Q: Our photoluminescence puts the gap of GaAs at 1.42 eV. I was handed twenty computed values for one and the same cell, from six programs, and none comes near it. How large is each source of error?

Kohn-Sham band gaps of GaAs (space group F-43m) from six programs, all for the same two-atom cell with edges of 3.998 Å and without spin-orbit coupling unless stated. The measured gap is 1.42 eV, from band-edge photoluminescence of a bulk crystal at 300 K (arXiv:1409.8467); the measured values found range from 1.412 to 1.52 eV.

```
                    program                       functional    how the value is got                   potentials or basis  wave cutoff (eV)    k-mesh  computed band gap (eV)  computed less measured (eV)
               SIESTA 5.4.2                          vdW-DF2  Kohn-Sham, on the mesh            PseudoDojo-0.5-standard-NC               n/a     8x8x8                    0.27                        -1.15
               SIESTA 5.4.2  vdW-DF with spin-orbit coupling  Kohn-Sham, on the mesh            PseudoDojo-0.4-standard-NC               n/a     6x6x6                   0.272                        -1.15
              ABINIT 10.8.3                              LDA  Kohn-Sham, on the mesh                      JTH-PAW-LDA-v2.0               463  10x10x10                   0.279                        -1.14
       Quantum ESPRESSO 7.5                              LDA  Kohn-Sham, on the mesh      PseudoDojo-0.4.1-SR-LDA-standard              1088     8x8x8                    0.28                        -1.14
              ABINIT 10.8.3                           LDA-PZ  Kohn-Sham, on the mesh                      JTH-PAW-LDA-v2.0               463     8x8x8                    0.28                        -1.14
              ABINIT 10.8.3                              LDA  Kohn-Sham, on the mesh                   JTH-PAW-LDA-v2.0-sp               463     8x8x8                   0.294                        -1.13
                GPAW 26.7.0                              LDA  Kohn-Sham, on the mesh  GPAW-PAW-data-sets-(gpaw-data-1.2.1)               600     8x8x8                   0.362                        -1.06
              ABINIT 10.8.3                               WC  Kohn-Sham, on the mesh                   JTH-PAW-PBE-v2.0-sp               463     8x8x8                   0.406                        -1.01
              ABINIT 10.8.3                           PBEsol  Kohn-Sham, on the mesh                      JTH-PAW-PBE-v2.0               463     5x5x5                   0.432                        -0.99
              ABINIT 10.8.3                              PBE  Kohn-Sham, on the mesh                      JTH-PAW-PBE-v2.0               463     5x5x5                   0.504                        -0.92
              ABINIT 10.8.3                              PBE  Kohn-Sham, on the mesh  PseudoDojo-NC-SR-PBE-v0.4.1-standard              1034     6x6x6                   0.514                        -0.91
JDFTx 1.7.0 (patched build)                              PBE  Kohn-Sham, on the mesh        PseudoDojo-SR-PBE-0.5-standard              1143     8x8x8                   0.516                        -0.90
              ABACUS 3.10.1                              PBE  Kohn-Sham, on the mesh   PseudoDojo-NC-SR-0.4.1-PBE-standard              1143     8x8x8                   0.516                        -0.90
       Quantum ESPRESSO 7.5                              PBE  Kohn-Sham, on the mesh               SSSP-1.3-efficiency-PBE               952     8x8x8                   0.534                        -0.89
               SIESTA 5.4.2                              PBE  Kohn-Sham, on the mesh            PseudoDojo-0.4-standard-NC               n/a     8x8x8                    0.56                        -0.86
                GPAW 26.7.0                              PBE  Kohn-Sham, on the mesh  GPAW-PAW-data-sets-(gpaw-data-1.2.1)               600     8x8x8                   0.587                        -0.83
              ABINIT 10.8.3                             RPBE  Kohn-Sham, on the mesh                      JTH-PAW-PBE-v2.0               463     8x8x8                    0.63                        -0.79
              ABINIT 10.8.3                             RPBE  Kohn-Sham, on the mesh                   JTH-PAW-PBE-v2.0-sp               463     8x8x8                   0.651                        -0.77
              ABINIT 10.8.3                           r2SCAN  Kohn-Sham, on the mesh                      JTH-PAW-PBE-v2.0               544     6x6x6                   1.005                        -0.42
                GPAW 26.7.0                           r2SCAN  Kohn-Sham, on the mesh  GPAW-PAW-data-sets-(gpaw-data-1.2.1)               450     7x7x7                   1.073                        -0.35
```

A: Three sizes are worth remembering. LDA and the gradient-corrected functionals (GGAs) miss the measured gap by about 1 eV, which is the column "computed less measured". Changing the functional moves the gap by tenths of an eV, up to about 0.7 eV. Changing the program or its potentials at a given functional moves it by hundredths, at most 0.083 eV among the LDA rows and again among the PBE rows, so the mean shortfall is more than ten times that spread.

Q: Why is every value too low?

A: This part is standard theory. The true gap is the energy to remove an electron less the energy gained by adding one. The Kohn-Sham gap is a difference of two levels in one common potential, and the two are related by

E(true) = E(Kohn-Sham) + Δxc

where Δxc is the jump of the exact exchange-correlation potential as one electron is added. LDA and GGAs give no such jump in a crystal. Their potentials are also approximate, which puts a further error into E(Kohn-Sham) and makes their gaps differ from one another. r2SCAN depends on the kinetic energy density and is solved with an orbital-dependent operator, which puts part of the jump into the level spacing. That agrees with the table, where r2SCAN in ABINIT reaches 1.005 eV and closes 64% of the LDA shortfall, though the table shows the gain and theory supplies the reason. That run also warned that the density fell below the program's floor at some points. GPAW's r2SCAN gap lies 0.068 eV higher, an offset much like those of its LDA and PBE gaps, so a large effect on the gap is unlikely.

Q: Where in the band structure does the functional act?

A: The gap is direct at Γ, the zone centre, and runs from an As p-like valence top to an s-like conduction bottom. One pair of runs with PseudoDojo potentials, LDA in Quantum ESPRESSO and PBE in ABACUS, shows what moves. Measured from the valence top, the s-like conduction level rises by 0.236 eV, while the lowest valence level and the next conduction level rise by only 0.058 and 0.051 eV. About a quarter of the opening is thus a sinking of the valence top against the other levels, and the rest belongs to that one s-like state. It is tempting to say that an s-like state reaches close to the nuclei, where the density varies fast and the potentials of the functionals differ. That cannot be the whole reason, because the lowest valence level is s-like too and hardly moves. The conduction state differs from it in being antibonding, with its weight spread differently over Ga, As and the space between them, but these runs do not show which part of that difference counts.

The order among the GGAs runs roughly with the strength of their gradient correction to exchange, which these rows show as a pattern and not as a cause. A GGA multiplies LDA exchange by a factor Fx(s), where s is the dimensionless density gradient, and Fx grows from PBEsol to PBE to RPBE, as does the gap in the ABINIT JTH rows. A single slope of gap against Fx − 1, fitted to these three, reproduces their rise over LDA within 0.05 eV at either of the two values of s tried; the slope itself depends on that choice and has no physical meaning. WC, left out of that fit, has a larger Fx than PBEsol and yet a smaller gap, and the slope overshoots it by about 0.1 eV. The size of Fx alone therefore does not set the order. WC, PBE and RPBE share one correlation functional, and among these three the gap does rise with Fx; PBEsol has a weaker gradient term in correlation, so the fit mixes two changes. The way Fx varies with s, which also enters the potential, and the gradient term in correlation are both expected to matter, but neither is separated here. All ABINIT rows beyond LDA and PBE use datasets made for PBE, which may blur differences of a few hundredths of an eV.

Q: Seven rows say PBE and range from 0.504 to 0.587 eV. Are some programs wrong?

A: Nothing here points to that. Apart from SIESTA, the spread goes mostly with which electrons are computed. The same runs report 28 active electrons per cell when both 3d shells are included, 18 when As 3d is frozen into the core (the "-sp" sets and SSSP), and 8 in GPAW, where Ga 3d is frozen too. With all shells active and plane waves, the PBE rows agree within 0.012 eV. The corresponding LDA rows agree to the last printed digit or one unit of it, across two meshes and with fixed as well as smeared occupations. It helps that these meshes contain Γ, where both band edges lie.

A simple model lets the effects add:

gap = E(functional) + δ(As frozen) or δ(both frozen)

Here E is the gap of a functional with all shells active and δ is a shift common to all functionals. Six levels and two shifts were fitted to the 17 rows other than SIESTA, giving δ = 0.018 eV for As alone and 0.076 eV for both shells. For PBE in GPAW, a row that was part of the fit, this reads

0.513 + 0.076 = 0.589 eV, against 0.587 eV computed.

The rms misfit is about 0.003 eV, against 0.027 eV when the shifts are dropped, and the worst row is PBE with JTH datasets, 0.009 eV low. WC and PBEsol have one row each and are matched by construction. The larger shift rests on GPAW alone, so it mixes the frozen shells with whatever else is peculiar to its datasets. Row-by-row residuals are in the printed output after this text.

Q: Why should freezing a shell that lies far below the gap open it?

A: In the tetrahedral site three of the five d orbitals (t2) share the symmetry of the p-like valence top, and levels of like symmetry repel. For a coupling V and a separation D, the upper level is pushed up and the lower one down by

shift ≈ V²/D

In the LDA-PZ run the Ga 3d t2 level lies 14.89 eV under the valence top and 0.077 eV under its uncoupled e partner. The crystal field and the empty p levels enter that splitting too, so it only hints at the size of the push, perhaps some hundredths of an eV. For As 3d, 35.25 eV down, the splitting is 0.008 eV, so the deeper shell should push far less.

Freezing the shell may remove part of this push, and then the valence top sinks and the gap opens. How much is lost depends on the dataset, whose d projectors can still carry some of the repulsion. One LDA pair, GPAW against Quantum ESPRESSO, gives an estimate of how much of the offset this covers. The lowest valence level, which is s-like and does not couple to d at Γ, rises by 0.032 eV relative to the top, while the gap rises by 0.082 eV. If the whole 0.032 eV is due to the lost repulsion, it accounts for about 40% of the offset on that pair, though other differences between the datasets may enter too. The PBE pair, GPAW against JDFTx, gives much the same, 0.031 of 0.071 eV. The rest is again a shift of the s-like conduction level. For As 3d the repulsion explains almost nothing: from JDFTx to the SSSP run in PBE the gap rises by 0.018 eV but the lowest valence level by only 0.002 eV, so that shift sits in the conduction state, though these two runs differ in their Ga potentials as well.

Q: And the three SIESTA rows?

A: SIESTA's PBE row has all shells active, so the model, which was not fitted to it, predicts 0.513 eV against 0.560 eV computed. The row uses a small basis of atomic orbitals, and its levels at Γ differ from the plane-wave ones by more than the gap does: measured from the valence top, the next conduction level lies 0.207 eV higher than in JDFTx and the lowest valence level 0.098 eV deeper. That points to the basis, though no SIESTA PBE run with a larger one is at hand to confirm it. The two van der Waals rows, near 0.27 eV, use potentials made for PBE, which is the only warning their runs gave. The printed output calls them unsound because the makers of the data warn against settings of this kind. That judgement comes from tests on other systems, and nothing in these two runs confirms it. One of them also includes spin-orbit coupling, which no other row does, but that should lower its gap by only about 0.1 eV. Their exchange is enhanced more than PBE's at both values of s tried, so the slope above would put them over PBE, not under it. They lack the gradient term in correlation, having LDA correlation plus a nonlocal part, and this may be a real cause of the low gaps. These runs cannot separate it from the effect of the borrowed potentials or of their other settings, so the two values should not be ranked with the others.

Q: RPBE is the closest GGA. Would it stay so in a relaxed crystal?

A: Probably not. All rows share one volume, so the order in the table is that of the functionals at fixed cell, but in the ABINIT runs with all shells active the cell is under −2.0 GPa in LDA and +5.2 GPa in RPBE. The GaAs gap opens under compression by roughly 0.1 eV per GPa, a rough recalled size. Letting each functional find its own volume would then raise the LDA gap by about two tenths of an eV and lower the RPBE gap by about half an eV, enough to reverse the order from LDA to RPBE. PBEsol and r2SCAN in ABINIT sit near zero pressure and would hardly move.

Q: Is the measured value then the fair target, and what closes the rest?

A: The fair target is higher, so the printed errors flatter the functionals. Spin-orbit coupling would lift the valence top by a third of its splitting, and the gap at 300 K lies below the cold one; each is roughly 0.1 eV as recalled. A calculation without spin-orbit coupling or thermal motion should aim at about 1.6 eV, and slightly higher once zero-point motion is taken out as well. That leaves r2SCAN in ABINIT some 0.6 eV short, or a little more. The remainder is the job of methods with nonlocal, screened exchange, hybrid functionals or GW, which supply the jump Δxc more fully.

Printed output of the fit:

```
Additive fit, 17 non-SIESTA rows, 8 parameters; gaps in eV, rounding +-0.0005
levels at 28 e: LDA 0.280, WC 0.388, PBEsol 0.432, PBE 0.513, RPBE 0.631, r2SCAN 1.001
shift As 3d frozen (18 e) +0.018; As and Ga 3d frozen (8 e, GPAW only) +0.076
SIESTA  vdW-DF2     PseudoDojo- 28e gap 0.270 = 19% of measured; unsound, not fitted; less SIESTA PBE -0.290, P 10.1 GPa
SIESTA  vdW-DF with PseudoDojo- 28e gap 0.272 = 19% of measured; unsound, not fitted; less SIESTA PBE -0.288, P 7.7 GPa
ABINIT  LDA         JTH-PAW-LDA 28e gap 0.279 = 20% of measured; resid -0.001
Quantum LDA         PseudoDojo- 28e gap 0.280 = 20% of measured; resid -0.000
ABINIT  LDA-PZ      JTH-PAW-LDA 28e gap 0.280 = 20% of measured; resid -0.000
ABINIT  LDA         JTH-PAW-LDA 18e gap 0.294 = 21% of measured; resid -0.004
GPAW    LDA         GPAW-PAW-da  8e gap 0.362 = 25% of measured; resid +0.006
ABINIT  WC          JTH-PAW-PBE 18e gap 0.406 = 29% of measured; resid +0.000 (sole row)
ABINIT  PBEsol      JTH-PAW-PBE 28e gap 0.432 = 30% of measured; resid +0.000 (sole row)
ABINIT  PBE         JTH-PAW-PBE 28e gap 0.504 = 35% of measured; resid -0.009
ABINIT  PBE         PseudoDojo- 28e gap 0.514 = 36% of measured; resid +0.001
JDFTx   PBE         PseudoDojo- 28e gap 0.516 = 36% of measured; resid +0.003
ABACUS  PBE         PseudoDojo- 28e gap 0.516 = 36% of measured; resid +0.003
Quantum PBE         SSSP-1.3-ef 18e gap 0.534 = 38% of measured; resid +0.003
SIESTA  PBE         PseudoDojo- 28e gap 0.560 = 39% of measured; resid +0.047 (not fitted, DZP basis)
GPAW    PBE         GPAW-PAW-da  8e gap 0.587 = 41% of measured; resid -0.002
ABINIT  RPBE        JTH-PAW-PBE 28e gap 0.630 = 44% of measured; resid -0.001
ABINIT  RPBE        JTH-PAW-PBE 18e gap 0.651 = 46% of measured; resid +0.001
ABINIT  r2SCAN      JTH-PAW-PBE 28e gap 1.005 = 71% of measured; resid +0.004
GPAW    r2SCAN      GPAW-PAW-da  8e gap 1.073 = 76% of measured; resid -0.004
with 3d terms: rms 0.0034, worst ABINIT PBE -0.009
functional only (6 parameters): rms 0.0268, worst GPAW LDA +0.063
pairs 18e-28e: LDA +0.015, RPBE +0.021, QE-ABACUS PBE +0.018
pairs 8e-28e: LDA +0.082, PBE +0.071, r2SCAN +0.068; SIESTA-ABACUS PBE +0.044
LDA: spread all rows 0.083, 28 e non-SIESTA 0.001; mean shortfall 1.12 = 14 x full spread
PBE: spread all rows 0.083, 28 e non-SIESTA 0.012; mean shortfall 0.89 = 11 x full spread
JTH 28 e, rise over LDA: PBEsol +0.153, PBE +0.225, RPBE +0.351, r2SCAN +0.726
r2SCAN closes 64% of the LDA shortfall; PBEsol-WC raw +0.026, both at 28 e +0.044
gap vs pressure, LDA to RPBE: slope 0.045 eV/GPa, rms 0.025; r2SCAN predicted 0.41, got 1.005
control, PBE PseudoDojo ABACUS-ABINIT: pressure +0.99 GPa, gap +0.002, line expects +0.044
s=1: Fx-1 PBEsol,PBE,RPBE,WC 0.11 0.17 0.19 0.14; slope 1.59 eV; resid -0.018 -0.041 +0.047 -0.111 (WC not fitted)
s=2: Fx-1 PBEsol,PBE,RPBE,WC 0.31 0.42 0.53 0.35; slope 0.60 eV; resid -0.031 -0.018 +0.032 -0.102 (WC not fitted)
Gamma shifts (low valence, s-like cond., upper cond.) GPAW-QE LDA: +0.032 +0.082 +0.032; common part 39% of gap shift
same, ABACUS PBE - QE LDA: +0.058 +0.236 +0.051; common part 25%
LDA-PZ: Ga 3d t2 14.89 below top, t2 under e by 0.077; As 3d 35.25 below, split 0.008; L valley 0.563 above Gamma
rough gap change on relaxing (-0.1 eV/GPa x P): LDA +0.2, PBEsol -0.0, PBE -0.3, RPBE -0.5, r2SCAN -0.0
rough order after relaxing, low to high: RPBE < PBE < PBEsol < LDA < r2SCAN
rough cold, no spin-orbit target 1.6 eV; shortfalls: LDA 1.4, PBEsol 1.2, PBE 1.1, RPBE 1.0, r2SCAN 0.6
vdW-DF with rough spin-orbit third added back 0.4 eV, SIESTA PBE 0.560
```
